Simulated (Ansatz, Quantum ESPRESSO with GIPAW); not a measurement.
# From a field gradient to a quadrupolar line: 17O in Y2CN2O2

A plane-wave PAW calculation (PBEsol, Ansatz) gives this electric field gradient, in 10²¹ V/m² and Cartesian axes, at one O site of Y2CN2O2 (atom 5; bound to Y4; site symmetry 3m):

```
      0.2983        0.0000        0.0000
      0.0000        0.2983        0.0000
      0.0000        0.0000       -0.5967
```

17O has spin 5/2, Q = -0.02558 barn and |γ|/2π = 5.7742 MHz/T. The cell is the P6_3/mmc form of a database entry, atoms relaxed, static and at 0 K. The PAW files were made for PBE.

**Task.** Find C_Q, η_Q and ν_Q, and the shift and width of the central transition under fast MAS at 9.4 T and 16.4 T.

1. The tensor is symmetric and traceless. Its eigenvalues, ordered by size, are V_xx = 0.2983, V_yy = 0.2983 and V_zz = -0.5967.

2. η_Q = (V_xx − V_yy)/V_zz = 0.000.

3. C_Q = eQV_zz/h. One unit of 10²¹ V/m² with one barn gives 24.18 MHz, so C_Q = 24.18 × −0.02558 × −0.5967 = 0.369 MHz. A spectrum shows its size, not its sign.

4. ν_Q = 3C_Q/[2I(2I−1)] = 0.055 MHz in size, and P_Q = |C_Q|√(1 + η²/3) = 0.369 MHz.

5. The resonances lie at ν0 = 54.28 and 94.70 MHz, so ν_Q/ν0 is 0.001 at most and second order holds. The centre of gravity moves by δ_Q = −(3/40)(P_Q/ν0)² F × 10⁶ ppm, with F = [I(I+1) − 3/4]/[I²(2I−1)²] = 0.08: -0.277 ppm at 9.4 T and -0.0911 ppm at 16.4 T.

6. Summing the second-order term over orientations gives a full width of 0.594 ppm (0.032 kHz) and 0.195 ppm (0.018 kHz). In ppm both fall as 1/B²: (9.4/16.4)² = 0.329. The spinning rate must pass the static width for this shape to show cleanly.

[Banner, clock, file and message-heading lines were taken out of the pw.x and gipaw.x logs.]

[Logs are printed without paths, hosts, clocks, repeated set-up lines and the standing remarks that a program may print on its own settings, such as how far it seeks lower states.]

[Hosts, paths, dates, database ids (printed as entryN), source tags and the programs' standing remarks are cut or masked in the printed files.]
